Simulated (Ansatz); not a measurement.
A run of Ansatz 0.2.0:

File input.yaml:

```yaml
crystal:
  lattice:
    - [-1.443, 1.443, 1.443]
    - [1.443, -1.443, 1.443]
    - [1.443, 1.443, -1.443]
  atoms:
    - { symbol: Fe, position: [0.0, 0.0, 0.0], spin: 3.0 }
kpoints:
  mp_grid: { grid: [13, 13, 13] }
  band_path:
    path:
      - [0.0, 0.0, 0.0]
      - [0.5, -0.5, 0.5]
      - [0.0, 0.0, 0.5]
      - [0.0, 0.0, 0.0]
      - [0.25, 0.25, 0.25]
      - [0.5, -0.5, 0.5]
    npoints: 10
scf:
  occupations: { method: fermi_dirac, width: 0.05 }
hamiltonian:
  xc: lda
  pseudopotentials: { kind: all_electron, lapw: { basis_error: 0.001 } }
magnetization:
  spin_polarized: true
output:
  forces: true
  stress: true
  eigenvalues: true
```

Potentials or basis: all-electron LAPW, scalar-relativistic.

Run with:

```bash
$ ansatz run input.yaml --threads 2 --pin off --max-ram 6144MiB --backend cpu --events-out ev --progress --plain --runs-dir out
```

Hardware: 2 threads of Arm Neoverse V2, on a shared host.

**Question.** Estimate the wall time of this run.

**Answer.** Wall time 7.3 s on 2 threads of Arm Neoverse V2 (shared host), peak memory 0.34 GiB. Counts: scf iterations 9, plane waves 141, k points 84, bands 14.
